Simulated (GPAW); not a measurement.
# MoP (P-6m2) in GPAW: convergence with k mesh

Aim: find how far k mesh must go before the results for MoP settle, at RPBE. This setting moves, with any that are tied to it; all else stays.

Everything below comes from runs of GPAW 26.7.0. Logs are shortened: lines on timing, memory, paths and dates and some standing lists are left out, and cuts for length are marked. The log counts tension as positive stress, the text compression.

## (1) The structure

Symmetry: P-6m2, No. 187, hexagonal system. Conventional cell: a = 3.223 Å, b = 3.223 Å, c = 3.191 Å, α = 90.00°, β = 90.00°, γ = 120.00°. Mo (site symmetry -6m2) is surrounded by 6 P at 2.45 Å. P (site symmetry -6m2) is surrounded by 6 Mo at 2.45 Å.

## (2) With k mesh 2 × 2 × 2

run.py reads:

```python
from ase import Atoms
from ase.dft.bandgap import bandgap
from ase.io import write
from ase.units import GPa
from gpaw import GPAW, PW

atoms = Atoms(['Mo', 'P'],
              cell=[[3.223, 0.0, 0.0],
                    [-1.6115, 2.7911998764, 0.0],
                    [0.0, 0.0, 3.191]],
              scaled_positions=[[0.0, 0.0, 0.0],
                                [0.3333333333, 0.6666666667, 0.5]],
              pbc=True)

calc = GPAW(mode=PW(600),
            xc='RPBE',
            kpts={'size': (2, 2, 2), 'gamma': True},
            occupations={'name': 'fermi-dirac', 'width': 0.05},
            nbands=20,
            convergence={'density': 1e-05, 'energy': 1e-05},
            maxiter=100,
            txt='gpaw.txt')
atoms.calc = calc
energy = atoms.get_potential_energy()
forces = atoms.get_forces()
stress = atoms.get_stress()
calc.write('gs.gpw')
write('result.traj', atoms)
print(f'Energy: {energy:.6f} eV')
print('Forces (eV/A):')
print(forces.round(4))
print('Stress (GPa):', (stress / GPa).round(3))
print('Fermi level:', round(calc.get_fermi_level(), 4), 'eV')
print(f'Gap: {bandgap(calc)[0]:.4f} eV, direct: {bandgap(calc, direct=True)[0]:.4f} eV')
```

Potentials or basis: the program's PAW data sets (release 1.2.1) made for this functional, pw.

Launch:

```console
$ OMP_NUM_THREADS=1 python run.py
```

Wall time 3.4 s (1 thread of Arm Neoverse V1, shared host); peak memory 0.13 GiB.

What came out:

| Item | Value |
| --- | --- |
| Free energy | -15.9568 eV |
| Pressure | 16.8 GPa |
| Band gap on the k mesh | none (metal or under the smearing width) |

## (3) With k mesh 3 × 3 × 3

run.py, as its differences from that of step 2:

```diff
@@ -16,3 +16,3 @@
             xc='RPBE',
-            kpts={'size': (2, 2, 2), 'gamma': True},
+            kpts={'size': (3, 3, 3), 'gamma': True},
             occupations={'name': 'fermi-dirac', 'width': 0.05},
```

Potentials or basis: the program's PAW data sets (release 1.2.1) made for this functional, pw.

Launch:

```console
$ OMP_NUM_THREADS=1 python run.py
```

Run time: 4.1 s. Hardware: 1 thread of Arm Neoverse V1, shared host; peak memory 0.13 GiB.

What came out:

```
Free energy            : -16.5413 eV
Pressure               : 11.3 GPa
Band gap on the k mesh : none (metal or under the smearing width)
```

## (4) With k mesh 4 × 4 × 4

run.py, as its differences from that of step 3:

```diff
@@ -16,3 +16,3 @@
             xc='RPBE',
-            kpts={'size': (3, 3, 3), 'gamma': True},
+            kpts={'size': (4, 4, 4), 'gamma': True},
             occupations={'name': 'fermi-dirac', 'width': 0.05},
```

Launch:

```console
$ OMP_NUM_THREADS=1 python run.py
```

Wall time 5.9 s (1 thread of Arm Neoverse V1, shared host); peak memory 0.14 GiB.

What came out:

| Property | Result |
| --- | --- |
| Free energy | -16.9834 eV |
| Pressure | 6.1 GPa |
| Band gap on the k mesh | none (metal or under the smearing width) |

## (5) With k mesh 5 × 5 × 4

run.py, as its differences from that of step 4:

```diff
@@ -16,3 +16,3 @@
             xc='RPBE',
-            kpts={'size': (4, 4, 4), 'gamma': True},
+            kpts={'size': (5, 5, 4), 'gamma': True},
             occupations={'name': 'fermi-dirac', 'width': 0.05},
```

Launch:

```console
$ OMP_NUM_THREADS=1 python run.py
```

Run time: 7 s. Hardware: 1 thread of Arm Neoverse V1, shared host; peak memory 0.14 GiB.

Results (log left out):

- Free energy: -16.9738 eV
- Pressure: 6.6 GPa
- Band gap on the k mesh: none (metal or under the smearing width)

## (6) With k mesh 6 × 6 × 5

run.py, as its differences from that of step 5:

```diff
@@ -16,3 +16,3 @@
             xc='RPBE',
-            kpts={'size': (5, 5, 4), 'gamma': True},
+            kpts={'size': (6, 6, 5), 'gamma': True},
             occupations={'name': 'fermi-dirac', 'width': 0.05},
```

Potentials or basis: the program's PAW data sets (release 1.2.1) made for this functional, pw.

Launch:

```console
$ OMP_NUM_THREADS=1 python run.py
```

Run time: 8.9 s. Hardware: 1 thread of Arm Neoverse V1, shared host; peak memory 0.14 GiB.

Results (log left out):

| Quantity | Value |
| --- | --- |
| Free energy | -16.9658 eV |
| Pressure | 6.5 GPa |
| Band gap on the k mesh | none (metal or under the smearing width) |

## (7) With k mesh 7 × 7 × 6

run.py, as its differences from that of step 6:

```diff
@@ -16,3 +16,3 @@
             xc='RPBE',
-            kpts={'size': (6, 6, 5), 'gamma': True},
+            kpts={'size': (7, 7, 6), 'gamma': True},
             occupations={'name': 'fermi-dirac', 'width': 0.05},
```

Launch:

```console
$ OMP_NUM_THREADS=1 python run.py
```

Wall time 12 s (1 thread of Arm Neoverse V1, shared host); peak memory 0.14 GiB.

Results (log left out):

```
Free energy            : -16.9773 eV
Pressure               : 6.2 GPa
Band gap on the k mesh : none (metal or under the smearing width)
```

## (8) With k mesh 9 × 9 × 8

run.py, as its differences from that of step 7:

```diff
@@ -16,3 +16,3 @@
             xc='RPBE',
-            kpts={'size': (7, 7, 6), 'gamma': True},
+            kpts={'size': (9, 9, 8), 'gamma': True},
             occupations={'name': 'fermi-dirac', 'width': 0.05},
```

Launch:

```console
$ OMP_NUM_THREADS=1 python run.py
```

It took 21 s on 1 thread of Arm Neoverse V1, shared host; peak memory 0.16 GiB.

The run converged. Its results:

| Quantity | Value |
| --- | --- |
| Free energy | -16.9646 eV |
| Pressure | 6.3 GPa |
| Band gap on the k mesh | none (metal or under the smearing width) |

## (9) With k mesh 10 × 10 × 9

run.py, as its differences from that of step 8:

```diff
@@ -16,3 +16,3 @@
             xc='RPBE',
-            kpts={'size': (9, 9, 8), 'gamma': True},
+            kpts={'size': (10, 10, 9), 'gamma': True},
             occupations={'name': 'fermi-dirac', 'width': 0.05},
```

Potentials or basis: the program's PAW data sets (release 1.2.1) made for this functional, pw.

Launch:

```console
$ OMP_NUM_THREADS=1 python run.py
```

It took 25 s on 1 thread of Arm Neoverse V1, shared host; peak memory 0.16 GiB.

The run converged. Its results:

| Property | Result |
| --- | --- |
| Free energy | -16.9708 eV |
| Pressure | 6.2 GPa |
| Band gap on the k mesh | none (metal or under the smearing width) |

## (10) With k mesh 13 × 13 × 11

run.py, as its differences from that of step 9:

```diff
@@ -16,3 +16,3 @@
             xc='RPBE',
-            kpts={'size': (10, 10, 9), 'gamma': True},
+            kpts={'size': (13, 13, 11), 'gamma': True},
             occupations={'name': 'fermi-dirac', 'width': 0.05},
```

Potentials or basis: the program's PAW data sets (release 1.2.1) made for this functional, pw.

Launch:

```console
$ OMP_NUM_THREADS=1 python run.py
```

gpaw.txt:

```text
__  _  _
 | _ |_)|_||  |
 |__||  | ||/\| - 26.7.0

Input parameters:
  mode=PW(ecut=600.0),
  convergence={'density': 1e-05, 'energy': 1e-05},
  kpts=MonkhorstPack(size=(13, 13, 11), gamma=True),
  maxiter=100,
  nbands=20,
  occupations=Occupations(name='fermi-dirac', width=0.05),
  xc=XC(name='RPBE')

Diagonalizing LCAO Hamiltonian
Converting LCAO to pw mode

         P

       Mo

Atoms  # Å, Bohr magnetons
|   | symbol |         x |        y |        z |    initial magnetic moments |
|---|--------|-----------|----------|----------|-----------------------------|
| 0 |     Mo |  0.000000 | 0.000000 | 0.000000 | ( 0.0000,  0.0000,  0.0000) |
| 1 |      P | -0.000000 | 1.860800 | 1.595500 | ( 0.0000,  0.0000,  0.0000) |

Unit cell  # Å
| periodic |         x |        y |        z |  lengths |     angles |
|----------|-----------|----------|----------|----------|------------|
|      yes |  3.223000 | 0.000000 | 0.000000 | 3.223000 |  90.000000 |
|      yes | -1.611500 | 2.791200 | 0.000000 | 3.223000 |  90.000000 |
|      yes |  0.000000 | 0.000000 | 3.191000 | 3.191000 | 120.000000 |

Number of symmetries: 12
Symmetry operations  # r_c * U_cc + t_c -> r_c
|    | kind |            matrix            |
|----|------|------------------------------|
|  0 |  σ   |  1, 1, 0,  0,-1, 0,  0, 0, 1 |
|  1 |  C2  |  1, 1, 0,  0,-1, 0,  0, 0,-1 |
|  2 |  E   |  1, 0, 0,  0, 1, 0,  0, 0, 1 |
|  3 |  σ   |  1, 0, 0,  0, 1, 0,  0, 0,-1 |
|  4 |  C3  |  0, 1, 0, -1,-1, 0,  0, 0, 1 |
|  5 |  S3  |  0, 1, 0, -1,-1, 0,  0, 0,-1 |
|  6 |  σ   |  0,-1, 0, -1, 0, 0,  0, 0, 1 |
|  7 |  C2  |  0,-1, 0, -1, 0, 0,  0, 0,-1 |
|  8 |  σ   | -1, 0, 0,  1, 1, 0,  0, 0, 1 |
|  9 |  C2  | -1, 0, 0,  1, 1, 0,  0, 0,-1 |
| 10 |  C3  | -1,-1, 0,  1, 0, 0,  0, 0, 1 |
| 11 |  S3  | -1,-1, 0,  1, 0, 0,  0, 0,-1 |

BZ-sampling:
  Number of BZ points: 1859
  Number of IBZ points: 126

  Monkhorst-Pack size: [13, 13, 11]
  Monkhorst-Pack shift: [0, 0, 0]

K-points  # in reciprocal-cell coordinates
|     |                                coordinates |     weight |
|-----|--------------------------------------------|------------|
|   0 | (  0.00000000,   0.00000000,   0.00000000) | 0.00053792 |
|   1 | (  0.00000000,   0.00000000,   0.09090909) | 0.00107585 |
|   2 | (  0.00000000,   0.00000000,   0.18181818) | 0.00107585 |
|   3 | (  0.00000000,   0.00000000,   0.27272727) | 0.00107585 |
|   4 | (  0.00000000,   0.00000000,   0.36363636) | 0.00107585 |
|   5 | (  0.00000000,   0.00000000,   0.45454545) | 0.00107585 |
|   6 | (  0.07692308,   0.00000000,   0.00000000) | 0.00322754 |
|   7 | (  0.07692308,   0.00000000,   0.09090909) | 0.00645508 |
|   8 | (  0.07692308,   0.00000000,   0.18181818) | 0.00645508 |
|   9 | (  0.07692308,   0.00000000,   0.27272727) | 0.00645508 |
| ... |                                            |            |
| 125 | (  0.46153846,   0.46153846,   0.45454545) | 0.00645508 |

Plane wave coefficients: 973
Cutoff: 600.0 eV

Spin-components: 1 (collinear spins)
Bands:           20
Projectors:      11
Spin-degeneracy: 2
Datatype:        complex128

Parallelization:
  kpt:    1
  domain: 1
  band:   1

Density:
  Valence electrons: 19.0
  Components: 1
  Grid points: [20 20 20]
  Charge: 0.0  # |e|

Potential:
  Grid points: [20 20 20]

species:
  Mo:
    name:    Molybdenum
    Z:       42.0
    valence: 14
    core:    28
    charge:  0.0  # [|e|]
    compensation charges:
      type: gauss
      rc: 0.38  # [Å]
      lmax: 2
    cutoffs:
      filter: 2.16  # [Å]
      core: 1.42  # [Å]
    projectors
    | kind |    occ | energy [eV] | rcut [Å] |
    |------|--------|-------------|----------|
    |   4s |  2.000 |     -64.254 |    1.238 |
    |   5s |  1.000 |      -3.985 |    1.238 |
    |   4p |  6.000 |     -38.450 |    1.296 |
    |   5p |  0.000 |      -1.035 |    1.296 |
    |   4d |  5.000 |      -3.699 |    1.296 |
    |    d |        |      23.512 |    1.296 |

    Using partial waves for Mo as LCAO basis

  P:
    name:    Phosphorus
    Z:       15.0
    valence: 5
    core:    10
    charge:  0.0  # [|e|]
    compensation charges:
      type: gauss
      rc: 0.30  # [Å]
      lmax: 2
    cutoffs:
      filter: 1.69  # [Å]
      core: 1.81  # [Å]
    projectors
    | kind |    occ | energy [eV] | rcut [Å] |
    |------|--------|-------------|----------|
    |   3s |  2.000 |     -13.955 |    0.953 |
    |   3p |  3.000 |      -5.495 |    0.953 |
    |    s |        |      13.257 |    0.953 |
    |    p |        |      21.717 |    0.953 |
    |    d |        |       0.000 |    0.953 |

    Using partial waves for P as LCAO basis

Reference energy: -119448.153283  # eV

eigensolver:
  PPCG
  Converge bands: occupied
  niter=2

density mixing:
  MSR1-Mixer
  Pratt-step length: 0.05
  Maximum mixing coefficient: 0.75
  Old densities: 10
  SVD Regularization: 0.005
  Good broyden scale: 1.0
  Trust region scale: 1.0
  Backstep threshold: 4.0
  History deletion threshold: 6.0
  Fourier metric: weight=20.0, sigma=0.015

occupation numbers:
  Fermi-Dirac:
    width: 0.0500  # eV

poisson solver:
  ecut: 4800.0  # eV

xc functional:
  name: RPBE with 2 nearest neighbor stencil

convergence criteria:
- Maximum integral of absolute [dens]ity change: 1e-05 electrons / valence electron
- Maximum [total energy] change in last 3 cyles: 1e-05 eV / valence electron
- Maximum integral of absolute [eigenst]ate change: 4e-08 eV^2 / valence electron
maximum number of iterations: 100

SCF iterations
|iter     | |      energy | eigst |  dens |
|---------|-|-------------|-------|-------|
|iter:   1| |  -18.132220 | +0.54 |       |
|iter:   2| |  -17.782180 | -1.87 | -0.98 |
|iter:   3| |  -16.962319 | -1.23 | -1.04 |
|iter:   4| |  -16.957757 | -2.92 | -1.63 |
|iter:   5| |  -16.961459 | -3.04 | -1.89 |
|iter:   6| |  -16.961533 | -4.48 | -2.59 |
|iter:   7| |  -16.961538c| -5.63 | -3.31 |
|iter:   8| |  -16.961538c| -7.35 | -4.07 |
|iter:   9| |  -16.961538c| -8.53c| -4.79 |
|iter:  10| |  -16.961538c| -9.15c| -5.49c|

Converged in 10 steps
Energy contributions relative to reference atoms: (reference = -119448.153283)

Energy contributions:
  Kinetic:          -3.698335
  Coulomb:           0.293928
  Zero:             -0.361236
  External:          0.000000
  Xc:              -13.192229
  Entropy:          -0.007332
  Spinorbit:         0.000000
  ----------------------------
  Free energy:     -16.965204
  Extrapolated:    -16.961538

dipole moment: (-7.864354, -9.321786, -11.885886)  # |e|*Ang

Fermi level: 12.516
Eigenvalues  # (at kpt = [0.000, 0.000, 0.000])
| band index |      eig [eV] | occ [0-2] |
|------------|---------------|-----------|
|          0 |       -48.740 |     2.000 |
|          1 |       -22.933 |     2.000 |
|          2 |       -22.717 |     2.000 |
|          3 |       -22.717 |     2.000 |
|          4 |        -1.391 |     2.000 |
|          5 |         8.389 |     2.000 |
[... 9 lines left out ...]
|         15 |        21.448 |     0.000 |
|         16 |        21.536 |     0.000 |
|        ... |               |           |
|         19 |        30.879 |     0.000 |

No gap
No difference between direct/indirect transitions

Forces  # eV/Ang
|       x |       y |       z |
|---------|---------|---------|
| 0.00000 | 0.00000 | 0.00000 |  # Mo   0
| 0.00000 | 0.00000 | 0.00000 |  # P    1

Stress tensor  # eV/Ang^3
|         x |         y |         z |
|-----------|-----------|-----------|
| -0.039483 |  0.000000 |  0.000000 |
|  0.000000 | -0.039483 |  0.000000 |
|  0.000000 |  0.000000 | -0.038393 |

# Writing to gs.gpw (mode='')
```

Run time: 42 s. Hardware: 1 thread of Arm Neoverse V1, shared host; peak memory 0.19 GiB.

Results:

```yaml
Free_energy: -16.9652 eV
Pressure: 6.3 GPa
Band_gap_on_the_k_mesh: none (metal or under the smearing width)
```

## (11) The series at a glance

| k mesh | energy less the tightest run, at zero smearing (meV/atom) | pressure (GPa) | SCF cycles | CPU time (s) | peak memory (GiB) |
| --- | --- | --- | --- | --- | --- |
| 2 × 2 × 2 | 502.66 | 16.77 | 10 | 3.4 | 0.13 |
| 3 × 3 × 3 | 217.42 | 11.32 | 10 | 4.1 | 0.13 |
| 4 × 4 × 4 | -9.57 | 6.08 | 10 | 5.9 | 0.14 |
| 5 × 5 × 4 | -3.10 | 6.57 | 10 | 7 | 0.14 |
| 6 × 6 × 5 | 0.29 | 6.46 | 10 | 8.9 | 0.14 |
| 7 × 7 × 6 | -5.60 | 6.20 | 10 | 12 | 0.14 |
| 9 × 9 × 8 | 0.59 | 6.31 | 10 | 21 | 0.16 |
| 10 × 10 × 9 | -3.49 | 6.18 | 10 | 25 | 0.16 |
| 13 × 13 × 11 | 0.00 | 6.27 | 10 | 42 | 0.19 |

Against the tightest run, the pressure stays within 0.1 GPa from 7 × 7 × 6 on. Not settled before the last step: the energy (to 1 meV/atom). Meshes of other sizes hit other points, so gaps and Fermi surfaces needn't settle smoothly. The tightest run that finished is the yardstick and may itself not be fully converged.
